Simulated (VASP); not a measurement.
# PbSe (Fm-3m) in VASP: relaxation of cell and atoms with PBEsol

Aim: the relaxation of cell and atoms of PbSe with PBEsol.

Program: VASP 6.6.1. These are calculated values, not measurements. Logs are shortened: lines on timing, memory, paths and dates and some standing lists are left out, and cuts for length are marked.

### Step 1. The structure

It takes space group Fm-3m (No. 225, cubic). Conventional cell: a = 6.104 Å, b = 6.104 Å, c = 6.104 Å, α = 90.00°, β = 90.00°, γ = 90.00°. Pb (site symmetry m-3m) has 6 Se at 3.05 Å as nearest neighbours. Se (site symmetry m-3m) is surrounded by 6 Pb at 3.05 Å.

### Step 2. Relaxation of cell and atoms, PBEsol

Contents of INCAR:

```
SYSTEM = PbSe
PREC = Accurate
ENCUT = 600
EDIFF = 1E-7
ISMEAR = 0
SIGMA = 0.03
LREAL = .FALSE.
LASPH = .TRUE.
NELM = 80
ALGO = Normal
ISIF = 3
LWAVE = .FALSE.
LCHARG = .FALSE.
GGA = PS
IBRION = 2
NSW = 90
EDIFFG = -0.005
```

Contents of KPOINTS:

```
regular mesh
0
G
  8 8 8
  0 0 0
```

Contents of POSCAR:

```
PbSe                                    
1.0
    0.0000000000      3.0519897379      3.0519897379
    3.0519897379      0.0000000000      3.0519897379
    3.0519897379      3.0519897379      0.0000000000
  Pb              Se            
     1     1
Direct
     0.0000000000000000    0.0000000000000000    0.0000000000000000
     0.5000000000000000    0.5000000000000000    0.5000000000000000
```

Potentials or basis: VASP PAW PBE potentials, release 64 (Pb_d, Se).

Started as:

```sh
$ cat potpaw_PBE.64/Pb_d/POTCAR potpaw_PBE.64/Se/POTCAR > POTCAR
$ mpirun -np 1 vasp_std > vasp.out
```

OUTCAR:

```text
SYSTEM = PbSe
   PREC = Accurate
   ENCUT = 600
   EDIFF = 1E-7
   ISMEAR = 0
   LREAL = .FALSE.
   LASPH = .TRUE.
   NELM = 80
   ISIF = 3
   GGA = PS
   IBRION = 2
   NSW = 90
   EDIFFG = -0.005

 ion  position               nearest neighbor table
   1  0.000  0.000  0.000-   2 3.05   2 3.05   2 3.05   2 3.05   2 3.05   2 3.05
   2  0.500  0.500  0.500-   1 3.05   1 3.05   1 3.05   1 3.05   1 3.05   1 3.05

  LATTYP: Found a face centered cubic cell.
 ALAT       =     6.1039794758

  Lattice vectors:

 A1 = (   0.0000000000,   3.0519897379,   3.0519897379)
 A2 = (   3.0519897379,   0.0000000000,   3.0519897379)
 A3 = (   3.0519897379,   3.0519897379,   0.0000000000)

Analysis of symmetry for initial positions (statically):
=====================================================================
 Subroutine PRICEL returns:
 Original cell was already a primitive cell.

 Routine SETGRP: Setting up the symmetry group for a
 face centered cubic supercell.

 Subroutine GETGRP returns: Found 48 space group operations
 (whereof 48 operations were pure point group operations)
 out of a pool of 48 trial point group operations.

The static configuration has the point symmetry O_h .

Analysis of symmetry for dynamics (positions and initial velocities):
=====================================================================
 Subroutine PRICEL returns:
 Original cell was already a primitive cell.

 Routine SETGRP: Setting up the symmetry group for a
 face centered cubic supercell.

 Subroutine GETGRP returns: Found 48 space group operations
 (whereof 48 operations were pure point group operations)
 out of a pool of 48 trial point group operations.

The dynamic configuration has the point symmetry O_h .

 Subroutine INISYM returns: Found 48 space group operations
 (whereof 48 operations are pure point group operations),
 and found     1 'primitive' translations

----------------------------------------------------------------------------------------

                                     Primitive cell

  volume of cell :      56.8564

  direct lattice vectors                    reciprocal lattice vectors
     0.000000000  3.051989738  3.051989738    -0.163827550  0.163827550  0.163827550
     3.051989738  0.000000000  3.051989738     0.163827550 -0.163827550  0.163827550
     3.051989738  3.051989738  0.000000000     0.163827550  0.163827550 -0.163827550

  length of vectors
[... 95 lines left out ...]
   EMIN   =  10.00;   EMAX   =-10.00  energy-range for DOS
   EFERMI =   0.00;   METHOD = LEGACY
   ISMEAR =     0;   SIGMA  =   0.03  broadening in eV -4-tet -1-fermi 0-gaus
   EFERMI_NEDOS =   21; number of points for ismear=-14 and -15
   IALGO  =     38    algorithm
   IMIX   =      4    mixing-type and parameters
     AMIX     =   0.40;   BMIX     =  1.00
     AMIX_MAG =   1.60;   BMIX_MAG =  1.00
  volume/ion in A,a.u.               =      28.43       191.84
  Fermi-wavevector in a.u.,A,eV,Ry     =   1.155647  2.183856 18.170844  1.335519
  Thomas-Fermi vector in A             =   2.292274
   LORBIT       =      0    0 simple, 1 ext, 2 COOP (PROOUT), +10 PAW based schemes
   GGA     = PS    functional components
   LHFCALC =     F    Hartree Fock is set to
   AEXX    =    0.0000 exact exchange contribution
   IVDW    =     0    specifies the selected vdW correction
   LEPSILON=     F    determine dielectric tensor
   LRPA    =     F    only Hartree local field effects (RPA)
 conjugate gradient relaxation of ions
 non-spin polarized calculation
 Gauss-broadening in eV      SIGMA  =   0.03
  energy-cutoff  :      600.00
  volume of cell :       56.86
 maximum number of plane-waves:      1924
 NGX is ok and might be reduce to    36
   NGX = 17   NGY = 17   NGZ = 17

 number of electron      20.0000000 magnetization

 Free energy of the ion-electron system (eV)
  ---------------------------------------------------
  ext. energy  EPLUGINS =         0.00000000
  ---------------------------------------------------
  free energy    TOTEN  =        -8.91775907 eV

  energy without entropy =       -8.91775901  energy(sigma->0) =       -8.91775904

 E-fermi :   5.1099     XC(G=0):  -9.7582

 val. band max:        5.0229428891   @ k =   0.5000   0.0000   0.0000
 cond. band min:       5.1968789077   @ k =   0.5000   0.0000   0.0000
 fundamental gap:      0.1739360187
 Fermi energy:         5.1099109055

 k-point     1 :       0.0000    0.0000    0.0000
  band No.  band energies     occupation
      1     -11.7441      2.00000
      2     -11.7441      2.00000
      3     -11.7441      2.00000
      4     -11.7429      2.00000
      5     -11.7429      2.00000
      6      -8.6631      2.00000
      7      -1.3019      2.00000
      8       3.1070      2.00000
      9       3.1070      2.00000
     10       3.1070      2.00000
     11       9.7119      0.00000
     12       9.7119      0.00000
     13       9.7119      0.00000
     14      11.4461      0.00000
[... 377 lines left out ...]
      1     -11.8043      2.00000
      2     -11.7558      2.00000
      3     -11.7331      2.00000
      4     -11.7223      2.00000
      5     -11.7064      2.00000
      6      -7.3629      2.00000
      7      -3.5315      2.00000
      8       1.6914      2.00000
      9       2.0802      2.00000
     10       4.1834      2.00000
     11       6.3316      0.00000
     12       8.4111      0.00000
     13       9.1060      0.00000
     14      12.5378      0.00000

 [... further k-points ...]

------------------------ aborting loop because EDIFF is reached ----------------------------------------

  FORCE on cell =-STRESS in cart. coord.  units (eV):
  Direction    XX          YY          ZZ          XY          YZ          ZX
  --------------------------------------------------------------------------------------
  -------------------------------------------------------------------------------------
  Total       -0.0010997     -0.0010997     -0.0010997      0.0000000      0.0000000      0.0000000
  in kB       -0.0309895     -0.0309895     -0.0309895      0.0000000      0.0000000      0.0000000
  external PRESSURE =      -0.0309895 kB  Pullay stress =       0.0000000 kB

 VOLUME and BASIS-vectors are now :
 -----------------------------------------------------------------------------
  energy-cutoff  :      600.00
  volume of cell :       56.86
      direct lattice vectors                 reciprocal lattice vectors
     0.000000000  3.051989738  3.051989738    -0.163827550  0.163827550  0.163827550
     3.051989738  0.000000000  3.051989738     0.163827550 -0.163827550  0.163827550
     3.051989738  3.051989738  0.000000000     0.163827550  0.163827550 -0.163827550

 POSITION                                       TOTAL-FORCE (eV/Angst)
 -----------------------------------------------------------------------------------
      0.00000      0.00000      0.00000        -0.000000      0.000000      0.000000
      3.05199      3.05199      3.05199         0.000000      0.000000     -0.000000
 -----------------------------------------------------------------------------------
    total drift:                               -0.000000      0.000000      0.000000

  FREE ENERGIE OF THE ION-ELECTRON SYSTEM (eV)
  ---------------------------------------------------
  free  energy   TOTEN  =        -8.9177590719 eV

  energy  without entropy=       -8.9177590127  energy(sigma->0) =       -8.91775904

 reached required accuracy - stopping structural energy minimisation
```

OSZICAR:

```text
N       E                     dE             d eps       ncg     rms          rms(c)
DAV:   1     0.166123887540E+03    0.16612E+03   -0.10398E+04   812   0.161E+03
DAV:   2     0.456077296261E+01   -0.16156E+03   -0.15793E+03   836   0.368E+02
DAV:   3    -0.885534006567E+01   -0.13416E+02   -0.13154E+02  1084   0.108E+02
DAV:   4    -0.916949008267E+01   -0.31415E+00   -0.31397E+00   862   0.188E+01
DAV:   5    -0.917877784540E+01   -0.92878E-02   -0.92876E-02  1152   0.337E+00    0.268E+00
DAV:   6    -0.892460788373E+01    0.25417E+00   -0.66932E-01  1190   0.702E+00    0.153E+00
DAV:   7    -0.891738894913E+01    0.72189E-02   -0.10620E-01   938   0.193E+00    0.801E-01
DAV:   8    -0.891805843850E+01   -0.66949E-03   -0.10598E-02   950   0.136E+00    0.120E-01
DAV:   9    -0.891773035351E+01    0.32808E-03   -0.21291E-03  1208   0.517E-01    0.465E-02
DAV:  10    -0.891776076161E+01   -0.30408E-04   -0.14155E-04   890   0.876E-02    0.163E-02
DAV:  11    -0.891775904894E+01    0.17127E-05   -0.32836E-05  1162   0.700E-02    0.445E-03
DAV:  12    -0.891775910354E+01   -0.54597E-07   -0.22670E-06  1040   0.176E-02    0.146E-03
DAV:  13    -0.891775907193E+01    0.31610E-07   -0.79319E-08   562   0.461E-03
   1 F= -.89177591E+01 E0= -.89177590E+01  d E =-.891776E+01
```

Run time: 17 s. Hardware: 1 thread of Intel Xeon Platinum 8559C (Emerald Rapids), shared host; peak memory 0.21 GiB.

What came out:

- Free energy: -8.9178 eV
- Pressure after relaxing: 0.0 GPa
- Band gap on the k mesh: 0.17 eV, direct

Final structure:
```cif
data_structure
_symmetry_space_group_name_H-M 'P 1'
_symmetry_Int_Tables_number 1
_cell_length_a 4.3162
_cell_length_b 4.3162
_cell_length_c 4.3162
_cell_angle_alpha 60.000
_cell_angle_beta 60.000
_cell_angle_gamma 60.000
_cell_volume 56.86
loop_
_atom_site_label
_atom_site_type_symbol
_atom_site_fract_x
_atom_site_fract_y
_atom_site_fract_z
_atom_site_occupancy
Pb1 Pb 0.00000 0.00000 0.00000 1
Se1 Se 0.50000 0.50000 0.50000 1
```

Levels at points of the mesh, in eV from the valence-band top:
| k point | band 7 | band 8 | band 9 | band 10 | band 11 | band 12 | band 13 | band 14 |
| --- | --- | --- | --- | --- | --- | --- | --- | --- |
| (0.00, 0.00, 0.00) | -6.32 | -1.92 | -1.92 | -1.92 | 4.69 | 4.69 | 4.69 | 6.42 |
| (0.50, 0.00, 0.00) | -8.89 | -1.50 | -1.50 | 0.00 | 0.17 | 1.63 | 1.63 | 8.42 |
| (0.50, 0.50, 0.00) | -7.43 | -5.10 | -3.31 | -3.31 | 3.54 | 5.61 | 5.61 | 6.04 |

Caveat: the relaxation stopped at its first step, so nothing moved; the PAW data sets were made with another functional, which shifts forces and pressure a little; spin-orbit coupling is left out, which as a rule narrows the gap of such compounds by several tenths of an eV.
